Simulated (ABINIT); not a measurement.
Runs of ABINIT 10.8.3 (patched build) on Ca. Symmetry: Fm-3m, No. 225, cubic system. The conventional cell has a = 5.588 Å, b = 5.588 Å, c = 5.588 Å, α = 90.00°, β = 90.00°, γ = 90.00°. Around Ca (site symmetry m-3m) lie 12 Ca at 3.95 Å. 

```tsv
level	potentials or basis	cutoff (eV)	fine-grid cutoff	gap on the mesh (eV)	pressure (GPa)	relaxed volume (Å³/atom)
PBE+D3(BJ)	SPMS NC PBE v1.0	490	-	none	0.0	(a)
PBE	PseudoDojo NC SR PBE v0.4.1 standard	925	-	none	0.0	(b)
LDA	PseudoDojo NC SR LDA v0.4.1 standard	980	-	none	0.0	37.89
PBEsol	PseudoDojo NC SR PBEsol v0.4.1 standard	925	-	none	0.0	40.36
PBEsol	JTH PAW PBE v2.0	517	1034.03 eV	none	0.0	40.37
LDA	JTH PAW LDA v2.0	517	1034.03 eV	none	0.0	37.92
```

Alike in all rows: task relaxation of cell and atoms; no spin polarisation; cell relaxed; k mesh 6 × 6 × 6; smearing fermi-dirac 0.05 eV.

Task: Fill in the values left out.

Result: (a) 39.78; (b) 41.96.

Caveats: the volume moved by -13 % from the deposited cell, more than functionals usually miss (some runs); pairwise dispersion overbinds metals, which lowers pressure and volume (some runs); the PAW data sets were made with another functional, which shifts forces and pressure a little (some runs).

A k mesh can miss the band edges.

A gap of «none» marks a metal or a gap under the smearing width.

Not every run made on this cell is shown here.
